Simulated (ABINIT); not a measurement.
**Excitons of AlAs (F-43m): kernels and approximations**

Aim: the absorption spectrum of AlAs (F-43m) with electron-hole interaction, and what each part of the kernel does.

Method: PBE and many-body steps on it, plane waves, in ABINIT 10.8.3.

## (1) The structure

Symmetry: F-43m, No. 216, cubic system. Conventional cell: a = 5.661 Å, b = 5.661 Å, c = 5.661 Å, α = 90.00°, β = 90.00°, γ = 90.00°. Al has 4 As at 2.45 Å nearest. Nearest to As lie 4 Al at 2.45 Å. Farther neighbours are not listed.

The cell and positions come from the Crystallography Open Database and are kept as given unless a step says otherwise.

## (2) Empty states on the mesh, 4×4×4 mesh, 123 bands

This step: ABINIT 10.8.3; DFT, PBE, plane waves, norm-conserving pseudopotentials.

The sums over transitions need many empty states on a uniform mesh; this step solves for them.

File run.abi:

```
acell 3*1.0 Angstrom
rprim 
  0.000000000000 2.830400000000 2.830400000000
  2.830400000000 0.000000000000 2.830400000000
  2.830400000000 2.830400000000 -0.000000000000
ntypat 2
znucl 13 33
natom 2
typat 1 2
xred 
  0.000000000000 0.000000000000 0.000000000000
  0.250000000000 0.250000000000 0.250000000000
pp_dirpath "pseudos"
pseudos "Al.upf, As.upf"
ecut 44
ngkpt 4 4 4
nshiftk 1
shiftk 0 0 0
kptopt 1
chksymbreak 0
irdden 1
istwfk *1
nband 123
prtvol 0
optdriver 6
gwr_task "HDIAGO"
paral_kgb 0
occopt 1
indata_prefix "in"
outdata_prefix "out"
tmpdata_prefix "tmp"
```

On the command line:

```console
> OMP_NUM_THREADS=1 mpirun -n 4 abinit run.abi > log
```

Numbers of over 12 decimals in the logs are rounded to 6 here.

The program printed:

```text
.Version 10.8.3 of ABINIT. v10.8.2 released Aug 2026.

 Symmetries : space group F-4 3 m (#216); Bravais cF (face-center cubic)
[... echo of the input left out ...]
== DATASET  1 ==================================================================
-   mpi_nproc: 4, omp_nthreads: 1 (-1 if OMP is not activated)

--- !DatasetInfo
iteration_state: {dtset: 1, }
dimensions: {natom: 2, nkpt: 8, mband: 123, nsppol: 1, nspinor: 1, nspden: 1, mpw: 4314, }
cutoff_energies: {ecut:  44.0, pawecutdg:  -1.0, }
[...]
Indirect band gap semiconductor
 Fundamental gap:     1.436 (eV)
   VBM:     4.434 (eV) at k: [ 0.0000E+00,  0.0000E+00,  0.0000E+00]
   CBM:     5.870 (eV) at k: [ 5.0000E-01,  5.0000E-01,  0.0000E+00]
 Direct gap:         2.044 (eV) at k: [ 0.0000E+00,  0.0000E+00,  0.0000E+00]

== END DATASET(S) ==============================================================
================================================================================

 -outvars: echo values of variables after computation  --------
           etotal      0.0000000000E+00
            nband         123
             nkpt           8
          spgroup         216
 [... the other variables as echoed above ...]

 Calculation completed.
```

Elapsed: 1.9 min, on 4 MPI ranks of Arm Neoverse V1, shared host; peak memory 4.2 GiB.

Numbers from this step:

```
gap                                                           : 1.436 eV
k of the valence top                                          : 0, 0, 0
k of the conduction bottom                                    : 0.5, 0.5, 0
least direct gap                                              : 2.044 eV
k points computed                                             : 8
lowest point of the top converged band, above the valence top : 87.2392 eV
```

On this mesh the gap is 1.436 eV.

The density comes from a self-consistent run that is not shown.

## (3) Screening, 4×4×4 mesh, 115 bands, screening to 163.3 eV

The RPA dielectric matrix is built and inverted for each q.

This step: RPA screening on PBE, plane waves, norm-conserving pseudopotentials.

Changes to run.abi since step 2:

```diff
@@ -20,10 +20,11 @@
 chksymbreak 0
-irdden 1
 istwfk *1
-nband 123
-prtvol 0
-optdriver 6
-gwr_task "HDIAGO"
-paral_kgb 0
 occopt 1
+irdwfk 1
+optdriver 3
+nband 115
+ecuteps 6
+inclvkb 2
+awtr 1
+symchi 1
 indata_prefix "in"
```

The program printed:

```text
.Version 10.8.3 of ABINIT. v10.8.2 released Aug 2026.

 Symmetries : space group F-4 3 m (#216); Bravais cF (face-center cubic)
[... echo of the input left out ...]
== DATASET  1 ==================================================================
-   mpi_nproc: 4, omp_nthreads: 1 (-1 if OMP is not activated)

--- !DatasetInfo
iteration_state: {dtset: 1, }
dimensions: {natom: 2, nkpt: 8, mband: 115, nsppol: 1, nspinor: 1, nspden: 1, mpw: 4314, }
cutoff_energies: {ecut:  44.0, pawecutdg:  -1.0, }
[...]
--------------------------------------------------------------------------------
[... chi0 elements left out ...]
 For q-point:  0.000010 0.000020 0.000030
  dielectric constant =  14.2157
  dielectric constant without local fields =  15.9555

  Average fulfillment of the sum rule on Im[epsilon] for q-point    1 :     43.48  [%]
[... wings left out ...]
  q-point number  2        q = ( 0.250000, 0.000000, 0.000000) [r.l.u.]
--------------------------------------------------------------------------------
[... chi0 elements left out ...]
  Average fulfillment of the sum rule on Im[epsilon] for q-point    2 :     48.51  [%]

 [... 6 further q-points ...]
```

Elapsed: 35 s, on 4 MPI ranks; peak memory 1.1 GiB; 2.3 min of CPU time.

This step gave:

```yaml
eps_infinity_with_local_fields_on_this_mesh_along_the_program_s_q_direction: 14.22
the_same_without_local_fields: 15.96
plasma_frequency: 28.12 eV
plane_waves_in_the_screening_matrix: 181
```

Local fields lower ε∞ by 11 %. On a Γ-centred mesh this coarse the value itself is usually too large, while a short band sum pulls it down.

## (4) Self-energy, 4×4×4 mesh, 115 bands, screening to 163.3 eV

The self-energy is evaluated for the states that the input lists, and the levels follow from it, in one-shot runs by the linearised quasiparticle equation.

This step: G0W0 on PBE, plane waves, norm-conserving pseudopotentials.

Changes to run.abi since step 3:

```diff
@@ -23,8 +23,17 @@
 irdwfk 1
-optdriver 3
+optdriver 4
 nband 115
+gwcalctyp 0
+ecutsigx 44
+symsigma 1
+nkptgw 2
+kptgw 
+  0.0000000000 0.0000000000 0.0000000000
+  0.5000000000 0.5000000000 0.0000000000
+bdgw 
+  11 17
+  12 15
 ecuteps 6
-inclvkb 2
-awtr 1
-symchi 1
+irdscr 1
+ppmodel 1
 indata_prefix "in"
```

The program printed:

```text
.Version 10.8.3 of ABINIT. v10.8.2 released Aug 2026.

 Symmetries : space group F-4 3 m (#216); Bravais cF (face-center cubic)
[... echo of the input left out ...]
== DATASET  1 ==================================================================
-   mpi_nproc: 4, omp_nthreads: 1 (-1 if OMP is not activated)

--- !DatasetInfo
iteration_state: {dtset: 1, }
dimensions: {natom: 2, nkpt: 8, mband: 115, nsppol: 1, nspinor: 1, nspden: 1, mpw: 4314, }
cutoff_energies: {ecut:  44.0, pawecutdg:  -1.0, }
[...]
Band     E0 <VxcDFT>   SigX SigC(E0)      Z dSigC/dE  Sig(E)    E-E0       E
[...]
14   5.870  -8.423  -4.736  -3.768   0.803  -0.246  -8.488  -0.065   5.804
       15   6.735  -9.140  -5.244  -3.814   0.800  -0.250  -9.075   0.065   6.800

== END DATASET(S) ==============================================================
================================================================================

 -outvars: echo values of variables after computation  --------
           etotal      0.0000000000E+00
            nband         115
             nkpt           8
          spgroup         216
 [... the other variables as echoed above ...]

 Calculation completed.
```

Wall time 9.2 s (4 MPI ranks); peak memory 0.94 GiB.

This step gave:

```yaml
g0w0_gap_on_the_points_computed: 1.909 eV
starting_gap_on_the_mesh: 1.436 eV
k_of_the_valence_top: 0, 0, 0
k_of_the_conduction_bottom: 0.5, 0.5, 0
least_direct_g0w0_gap_on_the_computed_points: 2.781 eV
```

The gap on the mesh goes from 1.44 eV to 1.91 eV, a correction of +0.47 eV.

The gap opens by 0.473 eV; the next steps shift the empty bands rigidly by 0.737 eV, the correction at the start's least direct gap.

## (5) Dielectric constant by perturbation theory

ε∞ sets how strongly the crystal screens. Perturbation theory gives it with local fields and without a sum over empty bands.

This step: DFT, PBE, linear response to an electric field, plane waves, norm-conserving pseudopotentials.

File run.abi:

```
acell 3*1.0 Angstrom
rprim 
  0.000000000000 2.830400000000 2.830400000000
  2.830400000000 0.000000000000 2.830400000000
  2.830400000000 2.830400000000 -0.000000000000
ntypat 2
znucl 13 33
natom 2
typat 1 2
xred 
  0.000000000000 0.000000000000 0.000000000000
  0.250000000000 0.250000000000 0.250000000000
pp_dirpath "pseudos"
pseudos "Al.upf, As.upf"
ecut 44
ngkpt 8 8 8
nshiftk 1
shiftk 0.5 0.5 0.5
chksymbreak 0
ndtset 3
nband 13
occopt 1
istwfk *1
nstep 60
tolwfr1 1e-18
iscf2 -3
rfelfd2 2
kptopt2 2
getwfk2 1
tolwfr2 1e-18
rfelfd3 3
kptopt3 2
getwfk3 1
getddk3 2
tolvrs3 1e-08
rfdir 1 1 1
nqpt2 1
nqpt3 1
qpt 0 0 0
prtwf3 0
prtden 0
optforces1 0
optstress1 0
kptopt1 1
indata_prefix "in"
outdata_prefix "out"
tmpdata_prefix "tmp"
```

The program printed:

```text
.Version 10.8.3 of ABINIT. v10.8.2 released Aug 2026.

 DATASET    1 : space group F-4 3 m (#216); Bravais cF (face-center cubic)
[... echo of the input left out ...]
== DATASET  1 ==================================================================
-   mpi_nproc: 4, omp_nthreads: 1 (-1 if OMP is not activated)

--- !DatasetInfo
iteration_state: {dtset: 1, }
dimensions: {natom: 2, nkpt: 60, mband: 13, nsppol: 1, nspinor: 1, nspden: 1, mpw: 4286, }
cutoff_energies: {ecut:  44.0, pawecutdg:  -1.0, }
[...]
(from electric field response)
   if specified in the inputs, charge neutrality has been imposed
     j1       j2             matrix element
  dir pert dir pert     real part    imaginary part

[...]
2    2   3    4        -0.0000000000         0.0000000000
   3    2   3    4        -2.1177301509         0.0000000000

== END DATASET(S) ==============================================================
================================================================================

 -outvars: echo values of variables after computation  --------
          spgroup         216
 [... the other variables as echoed above ...]

 Calculation completed.
```

It took 11 min on 4 MPI ranks; peak memory 1.1 GiB; 44 min of CPU time.

The field response gives a mean ε∞ of 9.42, which the model screening below takes as its input.

## (6) Excitons

Light makes an electron and a hole together. The Bethe-Salpeter equation adds their screened attraction and their exchange, in a window of bands around the gap.

This step: Bethe-Salpeter equation on PBE with a scissors shift, plane waves, norm-conserving pseudopotentials.

File run.abi:

```
acell 3*1.0 Angstrom
rprim 
  0.000000000000 2.830400000000 2.830400000000
  2.830400000000 0.000000000000 2.830400000000
  2.830400000000 2.830400000000 -0.000000000000
ntypat 2
znucl 13 33
natom 2
typat 1 2
xred 
  0.000000000000 0.000000000000 0.000000000000
  0.250000000000 0.250000000000 0.250000000000
pp_dirpath "pseudos"
pseudos "Al.upf, As.upf"
ecut 44
ngkpt 4 4 4
nshiftk 1
shiftk 0 0 0
kptopt 1
chksymbreak 0
istwfk *1
occopt 1
irdwfk 1
optdriver 99
bs_calctype 1
mbpt_sciss 0.737 eV
bs_loband 11
nband 15
bs_exchange_term 1
bs_coulomb_term 11
bs_coupling 0
bs_algorithm 1
bs_freq_mesh 0 6 0.05 eV
zcut 0.1 eV
ecuteps 3
ecutwfn 22
inclvkb 2
irdscr 1
indata_prefix "in"
outdata_prefix "out"
tmpdata_prefix "tmp"
```

The program printed:

```text
.Version 10.8.3 of ABINIT. v10.8.2 released Aug 2026.

 Symmetries : space group F-4 3 m (#216); Bravais cF (face-center cubic)
[... echo of the input left out ...]
== DATASET  1 ==================================================================
-   mpi_nproc: 4, omp_nthreads: 1 (-1 if OMP is not activated)

--- !DatasetInfo
iteration_state: {dtset: 1, }
dimensions: {natom: 2, nkpt: 8, mband: 15, nsppol: 1, nspinor: 1, nspden: 1, mpw: 1540, }
cutoff_energies: {ecut:  22.0, pawecutdg:  -1.0, }
electrons: {nelect:   2.60000000E+01, charge:   0.00000000E+00, occopt:   1.00000000E+00, tsmear:   1.00000000E-02, }

 Exciton: Calculation of dielectric properties by solving the Bethe-Salpeter equation
 in frequency domain and reciprocal space on a transitions basis set.
 Based on a program developed by L. Reining, V. Olevano, F. Sottile,
 S. Albrecht, and G. Onida. Incorporated in ABINIT by M. Giantomassi.

.Using double precision arithmetic ; gwpc =  8

[... cell and pseudopotentials left out ...]
--------------------------------------------------------------------------------

 ==== K-mesh for the wavefunctions ====
 Number of points in the irreducible wedge :     8
[... list of points left out ...]
 Together with 24 symmetry operations and time-reversal symmetry
 yields    64 points in the full Brillouin Zone.

 ==== Q-mesh for the screening function ====
 Number of points in the irreducible wedge :     8
[... list of points left out ...]
 Together with 24 symmetry operations and time-reversal symmetry
 yields    64 points in the full Brillouin Zone.

 vcoul_init : cutoff-mode = AUXILIARY_FUNCTION
 q-points for optical limit:   1
     1)      0.000010    0.000020    0.000030
 setmesh: FFT mesh size selected  =    24x   24x   24
          total number of points  =        13824

 ==== Fundamental parameters for the solution of the Bethe-Salpeter equation: ====
 Algorithm: Direct diagonalization.
 Dimension of the v, W matrices,  npweps  = 65
 Cutoff for the wavefunctions,    npwwfn  = 1459
 Number of k-points in the IBZ,   nkibz   = 8
 Highest empty band included,     nband   = 15
 === Spin UP ===
 Number of resonant transitions          384
 Lowest occupied state                   11
 Highest occupied state                  13
 Lowest unoccupied state                 14
 Highest unoccupied state                15
 Minimum frequency [eV]           Emin    =   0.00
 Maximum frequency [eV]           Emax    =   6.00
 Frequency step [eV]              dE      =   0.05
 Lorentzian broadening [eV]       eta     =   0.10
 RPA L0 with KS energies and KS wavefunctions
 Scissors operator energy [eV] =          0.74
 Local fields effects (v term) included
 Excitonic effects (W term) included
 Full W_GG' included
 W is read from an external SCR file
 Resonant-only calculation (Hermitian case)

 Calculating epsilon_Macro(q-->0,w), along the following directions:
 q = (  0.982961  0.000000  0.000000) [r.l.u.]
 q = (  0.000000  0.982961  0.000000) [r.l.u.]
 q = (  0.000000  0.000000  0.982961) [r.l.u.]
 q = (  0.000000  0.851269  0.851269) [r.l.u.]
 q = (  0.851269  0.000000  0.851269) [r.l.u.]
 q = (  0.851269  0.851269  0.000000) [r.l.u.]
 Number of electrons calculated from density =   25.6682; Expected =   26.0000
 average of density, n =  0.083874
 r_s =    1.4172
 omega_plasma =   27.9363 [eV]

. Writing resonant excitonic Hamiltonian on file out_BSR; file size=   0.00 [Gb].
 Direct diagonalization of the resonant excitonic Hamiltonian, Matrix size= 384
. Using LAPACK sequential version.
 Excitonic eigenvalues in eV up to n=   32
   2.58714   2.58827   2.58871   3.44475   3.45749   3.45857   3.48177   3.48898
   3.48938   3.51314   3.51444   3.61094   3.61230   3.64050   3.64917   3.64978
   3.65566   3.65998   3.66036   3.66058   3.66081   3.66101   3.66496   3.66523
   3.66599   3.66660   3.66683   4.13827   4.14652   4.14919   4.16119   4.16246

 First excitonic eigenvalue=    2.59 [eV]
 Last  excitonic eigenvalue=   11.43 [eV]

 GW  direct gap       2.78  0.00 [eV]
 EXC direct gap       2.59  0.00 [eV]
 EXC binding energy   0.19  0.00 [eV]

 Excitonic eigenvalues up to the GW energy gap [eV]
  1 (  2.59  0.00)
  2 (  2.59  0.00)
  3 (  2.59  0.00)

 Macroscopic dielectric function:
 omega [eV] <KS_RPA_nlf>  <GW_RPA_nlf>  <BSE>
   0.0000  14.8448   0.0000  12.3718   0.0000  13.7233   0.0000
   0.0500  14.8482   0.0136  12.3736   0.0069  13.7258   0.0100
   0.1000  14.8583   0.0273  12.3787   0.0138  13.7333   0.0200
   0.1500  14.8753   0.0410  12.3874   0.0208  13.7457   0.0300
   0.2000  14.8992   0.0550  12.3995   0.0278  13.7632   0.0402
   0.2500  14.9300   0.0692  12.4151   0.0348  13.7858   0.0505
   0.3000  14.9680   0.0836  12.4342   0.0420  13.8135   0.0609
   0.3500  15.0133   0.0985  12.4569   0.0492  13.8465   0.0715
   0.4000  15.0660   0.1137  12.4833   0.0566  13.8848   0.0823
   0.4500  15.1264   0.1295  12.5134   0.0641  13.9285   0.0934

 Writing KS-RPA macroscopic dielectric function without local fields to file: out_RPA_NLF_MDF
 Writing GW-RPA macroscopic dielectric function without local fields to file: out_GW_NLF_MDF
 Writing EXC Macroscopic dielectric function to file: out_EXC_MDF

== END DATASET(S) ==============================================================
================================================================================

 -outvars: echo values of variables after computation  --------
           etotal      0.0000000000E+00
            nband          15
             nkpt           8
          spgroup         216
 [... the other variables as echoed above ...]

 Calculation completed.
```

The job ended after 7.5 s (4 MPI ranks; peak memory 0.31 GiB; 29 s of CPU time).

Numbers from this step:

```
direct gap of the transition levels                            : 2.781 eV
transitions in the window                                      : 384
first strong exciton (over a fiftieth of the strongest listed) : 2.587 eV
lowest state                                                   : 2.587 eV
binding of the lowest state below the direct gap               : 0.1939 eV
Coulomb term of one mesh cell                                  : 0.2017 eV
```

The binding is 0.96 times the screened Coulomb term of one mesh cell (0.20 eV), so it is not shown settled.

The lowest state lies at 2.587 eV, 0.194 eV under the direct gap.

Lines within 3 meV are set at the lowest of them, and the highest group, which the list may cut short, is left out. Exciton lines, with heights relative to the strongest:

```csv
position (eV),lines merged,"oscillator strength, relative"
2.587,3,73
3.445,1,66
3.458,2,100
3.482,1,0.0
3.489,2,2.0
3.513,2,12
3.611,2,27
3.640,1,9.4
```

Mean over the three Cartesian directions of q; broadening 0.1 eV; transition window only. Limits: finite bands, cutoff and mesh; no spin-orbit coupling; coarse k mesh; exciton not shown settled in the k mesh. The ε₂ by photon energy; read off at these points:

```csv
photon energy (eV),BSE,no electron-hole interaction,"Kohn-Sham, no shift"
0.00,0,0,0
0.15,0.0302,0.0208,0.0411
0.30,0.0611,0.0420,0.0837
0.50,0.105,0.0718,0.146
0.65,0.142,0.0959,0.200
0.80,0.183,0.122,0.264
0.95,0.230,0.152,0.342
1.15,0.307,0.198,0.488
1.30,0.380,0.239,0.652
1.45,0.475,0.289,0.915
1.60,0.602,0.352,1.41
1.75,0.784,0.435,2.59
1.95,1.19,0.596,11.0
2.10,1.80,0.789,15.8
2.25,3.16,1.12,5.17
2.40,7.61,1.80,3.59
2.55,27.7,3.73,4.26
2.60,31.2,5.25,4.90
2.75,10.3,18.5,9.58
2.90,5.79,9.26,30.1
3.05,6.51,4.10,58
3.20,12.1,3.69,28.6
3.40,60.4,6.20,9.70
3.45,78.2,7.83,9.47
3.55,52.9,14.6,12.7
3.70,23.3,46.2,12.7
3.85,9.86,56.7,19.2
4.00,8.75,17.4,29.4
4.20,15.7,9.61,72.9
4.35,16.3,15.2,43.5
4.50,32.6,12.9,19.6
4.65,42.6,27.3,7.93
4.70,53.0,29.3,6.45
4.80,41.4,36.4,4.97
5.00,15.0,63.4,6.62
5.15,6.97,29.2,11.6
5.30,3.89,13.0,10.3
5.45,3.41,6.17,12.5
5.65,7.49,4.93,4.17
5.80,7.22,9.72,2.39
5.95,11.0,9.47,1.73
```

[end of part 1 of 3]

[Paths, hosts, dates, memory and timing lines, banners, echoed tables and standing remarks are left out of the program output.]

[Logs are printed without paths, hosts, clocks, repeated set-up lines and the standing remarks that a program may print on its own settings, such as how far it seeks lower states.]

[Runs of the session that timed out or met a known fault of the program may be left out.]

[Hosts, paths, dates, database ids (printed as entryN), source tags and the programs' standing remarks are cut or masked in the printed files.]

[G0W0 gaps are taken among the corrected bands and points alone; a level outside them can change the order at an edge.]

[Where Ansatz stands beside ABINIT at settings called matched, ABINIT's density can come from a denser mesh and the files from another edition; pairs whose starting gaps differed by over 0.03 eV were left out, so agreement reads better than it is.]
